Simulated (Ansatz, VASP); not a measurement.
**Two plane-wave programs on ZnS (Wurtzite-2H)**

INCAR

```
SYSTEM = ZnS
PREC = Accurate ; ENCUT = 630
EDIFF = 1E-6 ; ISMEAR = -1
SIGMA = 0.05 ; LREAL = .FALSE.
LASPH = .TRUE. ; NELM = 80
ALGO = Fast ; ISIF = 3
LWAVE = .FALSE. ; LCHARG = .FALSE.
GGA = PE ; IBRION = 2
NSW = 40 ; EDIFFG = -0.01
```

The input KPOINTS:

```
Automatic mesh
0
G
  8 8 5
  0 0 0
```

Contents of POSCAR:

```
ZnS
1.0
    3.8110000000      0.0000000000      0.0000000000
   -1.9055000000      3.3004228138      0.0000000000
    0.0000000000      0.0000000000      6.2340000000
Zn S
2 2
Direct
    0.6666666667      0.3333333333      0.5000000000
    0.3333333333      0.6666666667      0.0000000000
    0.6666666667      0.3333333333      0.8850000000
    0.3333333333      0.6666666667      0.3850000000
```

Contents of input.yaml:

```yaml
crystal:
  lattice:
    - [3.811, 0.0, 0.0]
    - [-1.9055, 3.3004228138, 0.0]
    - [0.0, 0.0, 6.234]
  atoms:
    - { symbol: Zn, position: [0.6666666667, 0.3333333333, 0.5] }
    - { symbol: Zn, position: [0.3333333333, 0.6666666667, 0.0] }
    - { symbol: S, position: [0.6666666667, 0.3333333333, 0.885] }
    - { symbol: S, position: [0.3333333333, 0.6666666667, 0.385] }
hamiltonian:
  xc: pbe
  pseudopotentials: { kind: paw }
kpoints:
  mp_grid: { grid: [8, 8, 5] }
scf:
  occupations: { method: fermi_dirac, width: 0.05 }
output:
  forces: true
  stress: true
relax:
  f_tol: 0.01
  max_steps: 40
  cell: { stress_tol: 0.05 }
```

Alike in both runs: task relaxation of cell and atoms; functional PBE; k mesh 8 × 8 × 5; occupations fermi-dirac, width 0.05 eV; no spin polarisation.

|  | VASP | Ansatz |
| --- | --- | --- |
| version | VASP 6.6.1 | Ansatz 0.2.0 |
| potentials or method | VASP PAW PBE potentials, release 64 (Zn_GW, S_GW) | Ansatz PAW |
| plane-wave cutoff (eV) | 630 | 420 |
| valence electrons in the cell | 36 | 36 |

VASP gave:

- relaxed volume (Å³/atom): 20.23
- relaxed cell length with the largest relative difference (Å): 6.312
- energy change over the relaxation (meV/atom): -9

**Question.** Estimate Ansatz's values.

**Answer.** Relaxed volume (Å³/atom): 20.19; relaxed cell length with the largest relative difference (Å): 6.304; energy change over the relaxation (meV/atom): -9.

Caveats: odd divisions of the mesh miss points on the zone boundary, where band edges often lie, so the gap on the mesh can be too wide (Ansatz); the plane-wave basis is chosen anew once the cell has moved, so the energies of steps on either side of that aren't comparable (Ansatz). As with any semilocal functional, this PBE gap is likely too small. PBE usually gives volumes a little too large and moduli too small. Zero-point motion and thermal expansion aren't in these numbers.
